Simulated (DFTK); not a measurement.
GaN:

```
CELL_PARAMETERS angstrom
0.00000 2.25350 2.25350
2.25350 0.00000 2.25350
2.25350 2.25350 0.00000
ATOMIC_POSITIONS crystal
Ga 0.00000 0.00000 0.00000
N 0.25000 0.25000 0.25000
```

The cell is a database's computed one.

Base run:

```yaml
Program: DFTK 0.8.2
Functional: LDA
Potentials_or_basis: cp2k.nc.sr.lda.v0_1.largecore.gth (LDA, GTH, large core)
Cutoff: 1633 eV
k_mesh: 10 × 10 × 10
Occupations: fermi-dirac, width 0.05 eV
Spin: no spin polarisation
```

Its results: band gap on the k mesh 2.23 eV, direct.

Problem. The run is repeated on the same cell with these changes: functional from LDA to PBEsol; potentials or basis from cp2k.nc.sr.lda.v0_1.largecore.gth (LDA, GTH, large core) to cp2k.nc.sr.pbe.v0_1.largecore.gth (PBE, GTH, large core). What comes out?

Solution. Band gap on the k mesh 2.00 eV, direct.

Caveats: this set keeps more shells in the core, which shifts pressures and gaps.

Not every run made on this cell is shown here.
